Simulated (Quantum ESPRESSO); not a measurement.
Sb in Quantum ESPRESSO: the effect of strain

The system is Sb.

```
Sb
1.0
     3.35453    0.00000    0.00000
    -1.67727    2.90511    0.00000
     0.00000    0.00000    5.25135
Sb
2
Direct
  0.66667 0.33333 0.75000
  0.33333 0.66667 0.25000
```

This isn't the form of Sb at room conditions, which is rhombohedral.

Alike in all runs:

- Program: Quantum ESPRESSO 7.5
- Task: relaxation of the atoms
- Functional: PBEsol
- Potentials or basis: GBRV 1.5 PBEsol
- Cutoff: 612 eV
- Density cutoff: 4898 eV
- k mesh: 9 × 9 × 5
- Occupations: fermi-dirac, width 0.05 eV
- Spin: no spin polarisation
- Kind of strain: uniaxial_z
- Mixing beta: 0.5
- Most SCF iterations: 120
- SCF threshold: 4e-10 Ry
- Most ionic steps: 40
- Forc conv thr: 0.0004 Ry/bohr
- Etot conv thr: 1e-05 Ry

Each run relaxes the cell or the atoms first.

```tsv
strain	pressure (GPa)
-0.04	1.3
-0.02	-0.3
-0.01	-1.1
0	?
0.01	-2.3
0.02	-2.8
0.04	-3.7
```

**Question.** What does the run with strain 0 give?

**Answer.** Pressure -1.7 GPa.

Worked out: A parabola through the other rows of the pressure, of slope -62.4 GPa per unit of strain there, gives -1.7 GPa, against the run's -1.7.

Caveats: the relaxation stopped at its first step, so nothing moved.
